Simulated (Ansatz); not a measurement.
## BP: B on a P site

The calculation used DFT PBE, scalar-relativistic, plane waves, PAW in Ansatz. Run with 420 eV cutoff, 2×2×2 k-mesh, shifted by half a step, Gaussian smearing of 0.01 eV, collinear spin in charge -1 alone.

Host crystal, relaxed:

```
B P
1.0
     0.00000    2.27410    2.27410
     2.27410    0.00000    2.27410
     2.27410    2.27410    0.00000
B P
1 1
Cartesian
  0.0000 0.0000 0.0000
  1.1370 1.1370 1.1370
```

Supercell of 32 atoms, rows in host cell vectors: 1 -3 1; -3 1 1; 1 1 -3. Atoms relax at the host's cell, keeping the symmetry that the supercell leaves at the site. The cell is small, so energies carry finite-size errors of tenths of an eV. The host's Kohn–Sham gap is 1.25 eV. Atoms are taken from and returned to the elements' standard states. Charged cells are corrected for image charges with the computed static dielectric tensor (mean 9.3) and aligned with the host's potential at far atoms (alignment terms reach 0.60 eV; the program doubts the alignment in some charges, where it is up to 0.60 eV). No band-filling term is added, and the Fermi level counts from the host's valence band top.

Defect: B on a P site at (0.250, 0.250, 0.250) of the host cell.

(1) What is the formation energy of the neutral defect?

(2) Does the neutral defect carry a moment, and how do its surroundings relax?

(3) Charges 0, -1, -2 were computed. Which is stable where in the gap?

Answers

(1) 4.07 eV.

(2) The neutral run had no spin polarisation, so a moment wasn't tested. The nearest neighbours before are 4 B at 1.97 Å; after relaxation the atoms near the site are 4 B at 1.86 Å; the largest move is 0.11 Å.

(3) Among the charges computed the stable one is -1 at the valence band top, changing to -2 at 0.52 eV. In charge 0 the extra carrier would gain by moving to a band edge of the host, so it isn't bound in the gap, though by less than the errors named above. In charge 0, -1 the cell has partly filled bands: a level of the defect may be part filled, the carrier may sit in the host's bands, or levels may cross between the k points, so transitions that involve it are doubtful. Levels between neighbouring charges: (0/-1) -0.25 eV, (-1/-2) 0.52 eV.